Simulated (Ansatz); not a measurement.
Theory: Ansatz, DFT PBE, scalar-relativistic, plane waves, PAW. All cells share a 420 eV cutoff and Γ-centred k meshes spaced at most about 0.3 Å⁻¹ (about 0.25 or finer for metals, 2π included). No spin polarisation in the final relaxations.

These are static total energies at zero pressure. All come from trial cells, and lower structures may exist.

Question: These unrelaxed guesses for InGa₂P₃ are each relaxed within their symmetry. Order them by the energy at which they end, lowest first.
A.

```cif
data_structure
_symmetry_space_group_name_H-M 'P-3m1'
_symmetry_Int_Tables_number 164
_cell_length_a 3.8674
_cell_length_b 3.8674
_cell_length_c 9.4732
_cell_angle_alpha 90.000
_cell_angle_beta 90.000
_cell_angle_gamma 120.000
_cell_volume 122.71
loop_
_atom_site_label
_atom_site_type_symbol
_atom_site_symmetry_multiplicity
_atom_site_Wyckoff_symbol
_atom_site_fract_x
_atom_site_fract_y
_atom_site_fract_z
_atom_site_occupancy
In1 In 1 b 0.00000 0.00000 0.50000 1
Ga1 Ga 2 d 0.66667 0.33333 0.83333 1
P1 P 2 d 0.33333 0.66667 0.66667 1
P2 P 1 a 0.00000 0.00000 0.00000 1
```

B.

```cif
data_structure
_symmetry_space_group_name_H-M 'I-4m2'
_symmetry_Int_Tables_number 119
_cell_length_a 3.8674
_cell_length_b 3.8674
_cell_length_c 16.4080
_cell_angle_alpha 90.000
_cell_angle_beta 90.000
_cell_angle_gamma 90.000
_cell_volume 245.41
loop_
_atom_site_label
_atom_site_type_symbol
_atom_site_symmetry_multiplicity
_atom_site_Wyckoff_symbol
_atom_site_fract_x
_atom_site_fract_y
_atom_site_fract_z
_atom_site_occupancy
In1 In 2 a 0.00000 0.00000 0.00000 1
Ga1 Ga 4 e 0.50000 0.50000 0.16667 1
P1 P 4 f 0.00000 0.50000 0.41667 1
P2 P 2 d 0.50000 0.00000 0.25000 1
```

C.

```cif
data_structure
_symmetry_space_group_name_H-M 'I4/mmm'
_symmetry_Int_Tables_number 139
_cell_length_a 3.8674
_cell_length_b 3.8674
_cell_length_c 16.4080
_cell_angle_alpha 90.000
_cell_angle_beta 90.000
_cell_angle_gamma 90.000
_cell_volume 245.41
loop_
_atom_site_label
_atom_site_type_symbol
_atom_site_symmetry_multiplicity
_atom_site_Wyckoff_symbol
_atom_site_fract_x
_atom_site_fract_y
_atom_site_fract_z
_atom_site_occupancy
In1 In 2 b 0.50000 0.50000 0.00000 1
Ga1 Ga 4 e 0.50000 0.50000 0.33333 1
P1 P 2 a 0.00000 0.00000 0.00000 1
P2 P 4 e 0.50000 0.50000 0.16667 1
```

Answer: B (ends in I-4m2, 0 meV/atom), A (ends in P-3m1, 0.35 eV/atom), C (ends in I4/mmm, 0.37 eV/atom).

Cells relaxed within their symmetry can be saddle points. Some structure types and database cells were kept out of the candidates from the start, so a known form may be missing.
